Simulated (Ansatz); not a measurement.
A 3-atom cell of PbI₂ started from a crystallographic database, relaxed with r2SCAN+rVV10. Space group P-3m1 (No. 164), trigonal; a = 4.566 Å, c = 7.041 Å in the conventional setting, 42.37 Å³ an atom. Pb is surrounded by 6 I at 3.24 Å; I is surrounded by 3 Pb at 3.24 Å.

```
Pb I
1.0
     4.56573    0.00000    0.00000
    -2.28286    3.95403    0.00000
     0.00000    0.00000    7.04108
Pb I
1 2
Cartesian
  0.0000 0.0000 0.0000
  0.0000 2.6360 1.8784
  2.2829 1.3180 5.1627
```

The questions ask for values computed with the plane-wave code Ansatz on this geometry. The values are computed, non-magnetic, and not measurements.

Given (6×6×4 mesh): The PBE gap is direct at A: 2.23 eV.

Q: Estimate the gap with PBE+SOC on 6×6×4.

A: With PBE+SOC the gap is 1.43 eV and direct, at A. The gap differs by -0.80 eV from PBE's.

Q: How does the gap change from PBE to PBE0 (6×6×4)?

A: PBE0 gives a direct gap of 3.57 eV at A. The gap differs by +1.34 eV from PBE's.

Q: Order these levels by the gap that they give, smallest first.
A. HSE06
B. r2SCAN
C. PBE0
D. LDA
E. PBE

A: D (2.05 eV), E (2.23 eV), B (2.62 eV), A (2.93 eV), C (3.57 eV).

Q: What does G0W0@PBE with 379 empty bands, a screening cutoff of 120 eV and a 6×6×2 mesh give?

A: 3.15 eV (PBE's gap over the path plus the quasiparticle shift read on the mesh). G0W0 moves the gap on the mesh from 2.23 eV (PBE) to 3.15 eV (direct at A). Renormalisation factors Z lie between 0.74 and 0.80. The G0W0 figures hold for the stated bands, cutoff and mesh and aren't extrapolated.

Q: How strongly does the crystal screen a field with clamped ions (PBE)?

A: The electronic dielectric tensor ε∞ is 6.64 along x and y, 5.00 along z. Born charges, averaged over directions: Pb +3.31, I -1.65 e.

Only the levels marked +SOC include spin-orbit coupling.
